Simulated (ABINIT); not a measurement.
Runs of ABINIT 10.8.3 (patched build) on Te. Symmetry: P3_121, No. 152, trigonal system. The conventional cell has a = 4.454 Å, b = 4.454 Å, c = 5.924 Å, α = 90.00°, β = 90.00°, γ = 120.00°. Te (site symmetry 2) is surrounded by 2 Te at 2.86 Å. 

| task | level | potentials or basis | k mesh | cutoff (eV) | fine-grid cutoff | mesh quality | gap on the mesh (eV) | pressure (GPa) | V0 of scaled cells (Å³/atom) | B0 (GPa) | largest force (eV/Å) |
| --- | --- | --- | --- | --- | --- | --- | --- | --- | --- | --- | --- |
| band structure | PBEsol | JTH PAW PBE v2.0 | 7 × 7 × 5 | 408 | 816.342 eV | not flagged | - | -0.9 | - | - | 0.19 |
| single point | PBEsol | JTH PAW PBE v2.0 | 9 × 9 × 6 | 408 | 816.342 eV | not flagged | 0.14 | -0.9 | - | - | 0.19 |
| single point | LDA | JTH PAW LDA v2.0 | 4 × 4 × 3 | 408 | 816.342 eV | not flagged | 0.74 | -1.8 | - | - | 0.13 |
| band structure | RPBE | JTH PAW PBE v2.0 | 7 × 7 × 5 | 408 | 816.342 eV | not flagged | - | (a) | - | - | 0.21 |
| band structure | HCTH407 | JTH PAW PBE v2.0 | 7 × 7 × 5 | 408 | 816.342 eV | not flagged | - | 3.3 | - | - | 0.09 |
| band structure | PW91 | JTH PAW PBE v2.0 | 7 × 7 × 5 | 408 | 816.342 eV | not flagged | - | (d) | - | - | 0.24 |
| single point | LDA | JTH PAW LDA v2.0 | 3 × 3 × 2 | 408 | 816.342 eV | coarse | - | -1.5 | - | - | 0.15 |
| equation of state | PBEsol | JTH PAW PBE v2.0 | 7 × 7 × 5 | 299 | 598.65 eV | not flagged | - | - | 33.38 | 52 | - |
| single point | r2SCAN | JTH PAW PBE v2.0 | 6 × 6 × 4 | 490 | 979.61 eV | not flagged | 0.34 | 0.9 | - | - | 0.01 |
| equation of state | LDA-PZ | JTH PAW LDA v2.0 | 7 × 7 × 5 | 408 | 816.342 eV | not flagged | - | - | (b) | 56 | - |
| band structure | rPW86PBE | JTH PAW PBE v2.0 | 7 × 7 × 5 | 408 | 816.342 eV | not flagged | - | 4.6 | - | - | (c) |
| single point | r2SCAN | JTH PAW PBE v2.0 | 3 × 3 × 2 | 490 | 979.61 eV | coarse | 0.34 | 1.3 | - | - | 0.27 |

Alike in all rows: no spin polarisation; cell as given; smearing fermi-dirac 0.05 eV.

Question: Fill in the values left out.

Answer: (a) 2.7; (b) 32.67; (c) 0.35; (d) 1.5.

Caveats: some runs use coarse meshes; the PAW data sets were made with another functional, which shifts forces and pressure a little (some runs); spin-orbit coupling is left out, which moves the levels of the heavy elements (some runs); an odd mesh through Γ misses points on the zone boundary, where band edges often lie (some runs); pressures at fixed basis lie under the slope of the energies (some runs); the cell was scaled at fixed shape and fractional positions, which overstates the stiffness of a crystal with free parameters, most of all of layers and chains (some runs).

A k mesh can miss the band edges, and the runs leave out spin-orbit coupling on Te.

Runs at the PBE level aren't shown here.
